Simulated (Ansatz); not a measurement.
# Ge: the cost of one run

Program: Ansatz 0.2.0. Level of theory: DFT PBE, scalar-relativistic, plane waves, PAW. These are calculated values, not measurements.

### Step 1. Starting point

Symmetry: P4_32_12, No. 96, tetragonal system. The conventional cell has a = 6.448 Å, b = 6.448 Å, c = 3.467 Å, α = 90.00°, β = 90.00°, γ = 90.00°. Ge (site symmetry 2) is surrounded by 6 Ge at 2.33 to 2.49 Å. Around Ge (site symmetry 2) lie 4 Ge at 2.33 to 2.43 Å.

As a file:

```
Ge
1.0
     6.44842    0.00000    0.00000
     0.00000    6.44842    0.00000
     0.00000    0.00000    3.46713
Ge
8
Direct
  0.09788 0.09788 0.50000
  0.71587 0.71587 0.50000
  0.28413 0.28413 0.00000
  0.21587 0.78413 0.75000
  0.40212 0.59788 0.25000
  0.90212 0.90212 0.00000
  0.78413 0.21587 0.25000
  0.59788 0.40212 0.75000
```

Recipe of the guess: 4-, 6-connected net of one element (P4_32_12, No. 96). Its size is a rough estimate.

### Step 2. A first look at the guess

input.yaml

```yaml
crystal:
  lattice:
    - [6.44841749, 0.0, 0.0]
    - [0.0, 6.44841749, 0.0]
    - [0.0, 0.0, 3.4671262]
  atoms:
    - { symbol: Ge, position: [0.09787738, 0.09787738, 0.5] }
    - { symbol: Ge, position: [0.71586782, 0.71586782, 0.5] }
    - { symbol: Ge, position: [0.28413218, 0.28413218, 0.0] }
    - { symbol: Ge, position: [0.21586782, 0.78413218, 0.75] }
    - { symbol: Ge, position: [0.40212262, 0.59787738, 0.25] }
    - { symbol: Ge, position: [0.90212262, 0.90212262, 0.0] }
    - { symbol: Ge, position: [0.78413218, 0.21586782, 0.25] }
    - { symbol: Ge, position: [0.59787738, 0.40212262, 0.75] }
basis:
  ecutwfc: 420
kpoints:
  mp_grid: { grid: [4, 4, 6] }
hamiltonian:
  xc: pbe
scf:
  occupations: { method: gaussian, width: 0.1 }
  lower_state_search: "off"
output:
  forces: true
  stress: true
  eigenvalues: true
```

Launch:

```
$ ansatz run input.yaml --threads 1 --pin off --max-ram 2560MiB --backend cpu --events-out ev --progress --plain --runs-dir out
```

**Question.** How long does this run take on 1 thread of Arm Neoverse V1, shared host, and how much memory does it need?

About 24 s, with a peak of 0.43 GiB.
